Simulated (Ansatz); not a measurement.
## As: single point with HSE06

The system is As.

```xyz
2
Lattice="1.8808 1.0859 3.5141 -1.8808 1.0859 3.5141 0.0000 -2.1718 3.5141" Properties=species:S:1:pos:R:3 pbc="T T T"
As    0.0000    0.0000    2.3825
As    0.0000    0.0000    8.1597
```

* Program: Ansatz 0.2.0
* Task: single point
* Functional: HSE06
* Potentials or basis: Ansatz PAW
* Cutoff: 420 eV (not typed: the program's choice for these potentials)
* k mesh: 4 × 4 × 4
* Occupations: fermi-dirac, width 0.05 eV
* Spin: spin-orbit coupling, no magnetisation

| Quantity | Value |
| --- | --- |
| Pressure | 1.0 GPa |
| Largest force | 0.169 eV/Å |
| Band gap on the k mesh | 0.36 eV, indirect (least direct gap 0.47 eV) |

Forces in eV/Å, atoms in the order of the input:
```
As   0.000  0.000 -0.169
As   0.000  0.000  0.169
```

Stress tensor (GPa, compression positive):
```
 1.81  0.00  0.00
 0.00  1.81  0.00
 0.00  0.00 -0.61
```

Levels at points of the mesh, in eV from the valence-band top:
```csv
k point,band 26,band 27,band 28,band 29,band 30,band 31,band 32,band 33,band 34,band 35
"(0.00, 0.00, 0.00)",-2.56,-2.05,-2.05,-1.86,-1.86,2.40,2.40,3.74,3.74,3.98
"(0.00, 0.00, -0.50)",-2.93,-2.86,-2.86,-0.11,-0.11,0.36,0.36,1.06,1.06,2.17
"(0.00, -0.50, -0.50)",-6.34,-4.48,-4.48,-4.25,-4.25,2.15,2.15,6.67,6.67,8.14
"(-0.50, -0.50, -0.50)",-1.86,-1.60,-1.60,0.00,0.00,1.36,1.36,1.57,1.57,2.45
```

Run time: 68 s on 1 × NVIDIA H100 80GB HBM3 with 2 threads of AMD EPYC 7R13 Processor (Zen 3), with other jobs on the host, peak memory 1.7 GiB.

Caveat: the k mesh is coarse (spacing up to 0.50 Å⁻¹), so the values aren't converged, least of all with exact exchange; the PAW data sets come from PBE, with cores solved anew for the run's functional, which leaves a small shift of forces and pressure; the thresholds are loose for stress. A k mesh can miss the band edges.
